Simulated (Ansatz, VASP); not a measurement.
Hg in VASP and in Ansatz

INCAR

```
SYSTEM = Hg
PREC = Accurate
ENCUT = 520
EDIFF = 1E-7
ISMEAR = 1
SIGMA = 0.05
LREAL = .FALSE.
LASPH = .TRUE.
NELM = 80
ALGO = Normal
ISIF = 2
LWAVE = .FALSE.
LCHARG = .FALSE.
GGA = PS
NBANDS = 32
```

The input KPOINTS:

```
Automatic mesh
0
G
  9 9 3
  0 0 0
```

Contents of POSCAR:

```
Hg
1.0
    3.4419410000      0.0000000000      0.0000000000
   -1.7209705000      2.9808083443      0.0000000000
    0.0000000000      0.0000000000     11.0623310000
Hg
4
Direct
    0.0000000000      0.0000000000      0.0000000000
    0.0000000000      0.0000000000      0.5000000000
    0.3333333333      0.6666666667      0.2500000000
    0.6666666667      0.3333333333      0.7500000000
```

Input for Ansatz:

```yaml
crystal:
  lattice:
    a: 3.441941
    b: 3.441941
    c: 11.062331
    alpha: 90.0
    beta: 90.0
    gamma: 120.0
  space_group: 194
  atoms:
    - { symbol: Hg, position: [0.0, 0.0, 0.0] }
    - { symbol: Hg, position: [0.3333333333333333, 0.6666666666666666, 0.25] }
kpoints:
  mp_grid:
    grid: [9, 9, 3]
hamiltonian:
  xc: pbesol
scf:
  convergence:
    dr2_threshold: 1.0e-09
  occupations:
    method: cold
    width: 0.05
output:
  forces: true
  stress: true
```

Alike in both runs: task single point; functional PBEsol; k mesh 9 × 9 × 3; no spin polarisation.

|  | VASP | Ansatz |
| --- | --- | --- |
| version | VASP 6.6.1 | Ansatz 0.2.0 |
| potentials or method | VASP PAW PBE potentials, release 64 (Hg) | plane waves, PAW |
| plane-wave cutoff (eV) | 520 | 420 |
| occupations | methfessel-paxton of order 1, width 0.05 eV | cold, width 0.05 eV |
| valence electrons in the cell | 48 | 80 |

```tsv
	VASP	Ansatz	Ansatz less VASP
pressure (GPa)	-2.5	-2.6	-0.11
largest component of the traceless stress (GPa)	0.09	0.08	-0.006
```

The two sets of potentials don't hold the same shells in valence. Ansatz warned: «stress_scf_threshold_loose».

Caveats: the PAW data sets were made with another functional, which shifts forces and pressure a little (VASP). Spin-orbit coupling is left out, which matters for the levels of Hg.
